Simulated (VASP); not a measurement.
Here is a VASP 6.6.1 calculation.

Contents of INCAR:

```
AGGAC    = 0.0          
ALGO     = Normal         # electronic algorithm
DIPOL    = 0.5 0.5 0.294
EDIFF    = 1E-7           # SCF threshold, eV
EDIFFG   = -0.01          # ionic threshold
ENCUT    = 520            # plane-wave cutoff, eV
GGA      = MK             # functional
IBRION   = 2              # ionic algorithm
IDIPOL   = 3            
ISIF     = 2              # what is computed and relaxed
ISMEAR   = -1             # smearing method
ISPIN    = 2              # spin polarisation
LASPH    = T              # aspherical terms in the spheres
LCHARG   = F              # write CHGCAR
LDIPOL   = T            
LMAXMIX  = 4              # l up to which the mixer works
LORBIT   = 11             # projections on sites
LREAL    = F              # projectors in reciprocal space
LUSE_VDW = T            
LWAVE    = F              # write WAVECAR
MAGMOM   = 1              # initial moments
NELM     = 150            # most SCF steps
NSW      = 60             # ionic steps
PARAM1   = 0.1234       
PARAM2   = 0.711357     
PREC     = Accurate       # precision mode
SIGMA    = 0.05           # smearing width, eV
ZAB_VDW  = -1.8867
```

Contents of KPOINTS:

```
k-points
0
Gamma
  9 9 1
```

POSCAR

```
Ni
1.0
    2.2591100000      0.0000000000      0.0000000000
    0.0000000000      2.2591100000      0.0000000000
    0.0000000000      0.0000000000     23.8000000000
Ni
1
Selective dynamics
Direct
    0.5000000000      0.5000000000      0.2941200000  F F F
```

Potentials or basis: VASP PAW PBE potentials, release 64 (Ni).

Run with:

```sh
$ cat potpaw_PBE.64/Ni/POTCAR > POTCAR
$ mpirun -np 1 vasp_std > vasp.out
```

Problem. Estimate the site moments.

Solution. Ni +0.84 μB.

Problem. Estimate the net moment.

Solution. 0.82 μB per cell.

Final structure:
```yaml
crystal:
  lattice:
    - [2.25911, 0.00000, 0.00000]
    - [0.00000, 2.25911, 0.00000]
    - [0.00000, 0.00000, 23.80000]
  atoms:
    - { symbol: Ni, position: [0.50000, 0.50000, 0.29412] }
```

Caveat: the relaxation stopped at its first step, so nothing moved.
